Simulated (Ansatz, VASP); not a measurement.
# One calculation of ZnO, two programs

```
Zn O
1.0
    -1.65310    1.65310    5.66296
     1.65310   -1.65310    5.66296
     1.65310    1.65310   -5.66296
Zn O
2 2
Direct
  0.58383 0.58383 0.00000
  0.33383 0.83383 0.50000
  0.41617 0.41617 0.00000
  0.16617 0.66617 0.50000
```

Alike in both runs: functional PBE; k mesh 16 × 16 × 16; occupations gaussian, width 0.02 eV; no spin polarisation.

Ansatz relaxed the structure, and its values are those at the end. VASP's run is a single point on that final structure, the one shown.

|  | VASP | Ansatz |
| --- | --- | --- |
| version | VASP 6.6.1 | Ansatz 0.2.0 |
| potentials or method | VASP PAW PBE potentials, release 64 (Zn, O) | scalar-relativistic, plane waves, PAW |
| plane-wave cutoff (eV) | 520 | 420 |
| valence electrons in the cell | 36 | 36 |

VASP gave:

* gap on the k mesh at the Fermi level (eV): 0.59
* least direct gap on the mesh (eV): 0.59
* pressure (GPa): 0.8

Task: Estimate Ansatz's values.

Result: gap on the k mesh at the Fermi level (eV): 0.59; least direct gap on the mesh (eV): 0.59; pressure (GPa): 0.0.

With one functional, cell and mesh, what is left measures potentials, basis and numerics.

A k mesh can miss the band edges.
